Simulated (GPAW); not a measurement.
## Ba in GPAW: convergence with density grid spacing (A)

Crystal: Ba.

```
Ba
1.0
    -2.50650    2.50650    2.50650
     2.50650   -2.50650    2.50650
     2.50650    2.50650   -2.50650
Ba
1
Direct
  0.00000 0.00000 0.00000
```

| Property | Result |
| --- | --- |
| Program | GPAW 26.7.0 |
| Task | convergence study |
| Functional | PBE |
| Potentials or basis | GPAW PAW data sets (gpaw-data 1.2.1) |
| Cutoff | 600 eV |
| Basis | pw |
| Grid spacing | 0.24 Å |
| k mesh | 8 × 8 × 8 |
| Occupations | fermi-dirac, width 0.05 eV |
| Spin | no spin polarisation |

These are the settings of the first run; the series varies density grid spacing (A), with any setting tied to it.

Hardware: 1 thread of Intel(R) Xeon(R) Platinum 8488C (Sapphire Rapids), with other jobs on the host.

```csv
density grid spacing (A),"energy less the tightest run, at zero smearing (meV/atom)",SCF cycles,CPU time (s),peak memory (GiB)
0.24,-1.18,10,5.8,0.15
0.2,-0.59,10,8.7,0.16
0.17,-0.36,10,12,0.16
0.15,-0.22,10,12,0.17
0.13,-0.10,10,19,0.19
0.11,-0.05,10,22,0.22
0.09,0.00,10,42,0.29
```

Against the tightest run, the energy stays within 1 meV/atom from 0.2 on. The tightest run that finished is the yardstick and may itself not be fully converged.

The run has no spin-orbit coupling, so splittings on Ba are missing.
